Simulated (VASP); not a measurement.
# Ba: intraband terms of a metal's spectrum

Ba, I4/mcm (no. 140), 4 atoms in the cell. PBE, independent-particle dielectric function; PAW potentials Ba_sv (PBE set).

## Input

INCAR.step1:
```
EDIFF = 1E-7
ENCUT = 230
ISMEAR = 1
KPAR = 4
LASPH = True
LCHARG = True
LMAXMIX = 4
LWAVE = False
PREC = Accurate
SIGMA = 0.1
```

INCAR.step2:
```
CSHIFT = 0.1
EDIFF = 1E-6
ENCUT = 230
ICHARG = 11
ISMEAR = 0
KPAR = 4
LASPH = True
LCHARG = False
LMAXMIX = 4
LWAVE = True
NBANDS = 46
NEDOS = 3000
OMEGAMAX = 30
PREC = Accurate
SIGMA = 0.3
```

INCAR.step3, as INCAR.step2 but for:
```
- LWAVE = True
+ ALGO = None
+ ISTART = 1
+ LOPTICS = True
+ LWAVE = False
+ NELM = 1
```

INCAR.step4, as INCAR.step3 but for:
```
+ WPLASMAI = 0.03
```

INCAR.step5 to INCAR.step6 change the same tag again: WPLASMAI = 0.1, 0.3.

INCAR.step7, as INCAR.step6 but for:
```
- WPLASMAI = 0.3
+ RTIME = 40
```

INCAR.step8, as INCAR.step7 but for:
```
- RTIME = 40
+ RTIME = 1
```

INCAR.step9, as INCAR.step8 but for:
```
- RTIME = 1
+ LNABLA = True
```

INCAR.step10, as INCAR.step9 but for:
```
- ISMEAR = 0
- LNABLA = True
+ ISMEAR = -5
```

KPOINTS.step1:
```
k-points
0
Gamma
  5 5 5
```

KPOINTS.step2:
```
k-points
0
Gamma
  10 10 10
```

POSCAR:
```
Ba
1.0
   -4.1311947479      4.1311947479      3.8367706453
    4.1311947479     -4.1311947479      3.8367706453
    4.1311947479      4.1311947479     -3.8367706453
Ba
4
Direct
    0.6818578900      0.1818578900      0.8637157800
    0.3181421100      0.8181421100      0.1362842200
    0.1818578900      0.3181421100      0.5000000000
    0.8181421100      0.6818578900      0.5000000000
```

Commands (each step's output is kept before the next begins):
```
cat potpaw_PBE.64/Ba_sv/POTCAR > POTCAR
cp INCAR.step1 INCAR
cp KPOINTS.step1 KPOINTS
mpirun -np 4 vasp_std > vasp.out
cp INCAR.step2 INCAR
cp KPOINTS.step2 KPOINTS
mpirun -np 4 vasp_std > vasp.out
cp INCAR.step3 INCAR
mpirun -np 4 vasp_std > vasp.out
cp INCAR.step4 INCAR
mpirun -np 4 vasp_std > vasp.out
cp INCAR.step5 INCAR
mpirun -np 4 vasp_std > vasp.out
cp INCAR.step6 INCAR
mpirun -np 4 vasp_std > vasp.out
cp INCAR.step7 INCAR
mpirun -np 4 vasp_std > vasp.out
cp INCAR.step8 INCAR
mpirun -np 4 vasp_std > vasp.out
cp INCAR.step9 INCAR
mpirun -np 4 vasp_std > vasp.out
cp INCAR.step10 INCAR
mpirun -np 4 vasp_std > vasp.out
```

## Result

- Bands: 46

One ground state, settings moved in the last step alone:

| Settings | Plasma frequency (eV) | Im ε at 0.5 eV | Im ε at 1 eV | Im ε at 2 eV | Im ε at 4 eV | Time (s) |
|---|---|---|---|---|---|---|
| interband part alone | 1.73 | 40.4 | 28.9 | 9.0 | 1.7 | 16 |
| Drude term, WPLASMAI 0.03 | 1.73 | 41.1 | 29.0 | 9.0 | 1.7 | 21 |
| Drude term, WPLASMAI 0.1 | 1.73 | 42.7 | 29.2 | 9.0 | 1.7 | 15 |
| Drude term, WPLASMAI 0.3 | 1.73 | 45.7 | 29.7 | 9.1 | 1.7 | 21 |
| relaxation time RTIME 40 fs | 1.73 | 40.8 | 28.9 | 9.0 | 1.7 | 17 |
| relaxation time RTIME 1 fs | 1.73 | 46.2 | 30.3 | 9.2 | 1.7 | 18 |
| transversal form (LNABLA) | 1.72 | 39.9 | 28.5 | 8.9 | 1.7 | 14 |
| tetrahedron method | – | – | – | – | – | no result |

Limits: Spin-orbit coupling is left out, which can matter with atoms this heavy.

VASP 6.6.1 took 200 s on 4 cores (Intel Xeon Platinum 8488C (Sapphire Rapids)), a shared host.
